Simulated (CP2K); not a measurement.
Runs of CP2K 2026.2 on KF (Carobbiite). The structure is cubic, space group Fm-3m (No. 225). Conventional cell: a = 5.344 Å, b = 5.344 Å, c = 5.344 Å, α = 90.00°, β = 90.00°, γ = 90.00°. K (site symmetry m-3m) has 6 F at 2.67 Å as nearest neighbours. F (site symmetry m-3m) is surrounded by 6 K at 2.67 Å. 

```csv
level,D3 from the s-dftd3 library (D3_REFERENCE_CODE),cutoff radius of the dispersion sum (A),gap on the mesh (eV),pressure (GPa),relaxed volume (Å³/atom)
RPBE+D3(BJ)+ATM,yes,20,7.61,0.0,15.75
RPBE,-,-,5.79,0.0,21.93
RPBE+D3(BJ),yes,20,(a),0.0,15.70
RPBE+D4,-,20,5.96,0.0,21.19
RPBE+D3,yes,20,(b),0.0,21.79
```

Alike in all rows: task relaxation of cell and atoms; potentials or basis POTENTIAL_UZH K GTH-PBE-q9, F GTH-PBE-q7; DZVP-MOLOPT-PBE-GTH basis; no spin polarisation; cell relaxed; k mesh 7 × 7 × 7; smearing fermi-dirac 0.05 eV.

Question: Estimate the missing entries.

Answer: (a) 7.63; (b) 5.82.

Caveats: the potentials were made for another functional, which shifts forces and pressure; the basis of atomic orbitals isn't converged, which shifts pressures, moduli and gaps; the real-space grid breaks the cell's symmetry a little; the volume moved by over 15 % at a fixed basis, so the end points are rough (some runs); an odd mesh through Γ misses points on the zone boundary, where band edges often lie (some runs).
